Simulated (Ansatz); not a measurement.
Write the native input for Ansatz 0.2.0 that does the following.

- Task: single point
- Functional: PBE
- Potentials or basis: Ansatz PAW
- Cutoff: 420 eV (not typed: the program's choice for these potentials)
- k mesh: 12 × 12 × 12
- Occupations: gaussian, width 0.012 eV
- Spin: no spin polarisation

Crystal: Al.

```xyz
1
Lattice="-1.5912 1.5912 1.5912 1.5912 -1.5912 1.5912 1.5912 1.5912 -1.5912" Properties=species:S:1:pos:R:3 pbc="T T T"
Al    0.0000    0.0000    0.0000
```

This isn't the form of Al at room conditions, which is fcc.

These files were run (other wordings do the same):

input.yaml

```yaml
crystal:
  lattice:
    - [-1.59121869, 1.59121869, 1.59121869]
    - [1.59121869, -1.59121869, 1.59121869]
    - [1.59121869, 1.59121869, -1.59121869]
  atoms:
    - { symbol: Al, position: [0.0, 0.0, 0.0] }
hamiltonian:
  xc: pbe
  pseudopotentials: { kind: paw }
kpoints:
  mp_grid: { grid: [12, 12, 12] }
scf:
  occupations: { method: gaussian, width: 0.012 }
output:
  forces: true
  stress: true
  eigenvalues: true
```

Potentials or basis: Ansatz PAW.

Run with:

```console
$ ansatz run input.yaml --threads 2 --pin off --max-ram 5632MiB --backend cpu --events-out ev --progress --plain --runs-dir out
```

It gave:

The pressure is 3.9 GPa. The band gap on the k mesh is none (metal or under the smearing width).

Wall time 0.34 s on 2 threads of Arm Neoverse V2, on a shared host, peak memory 0.23 GiB.
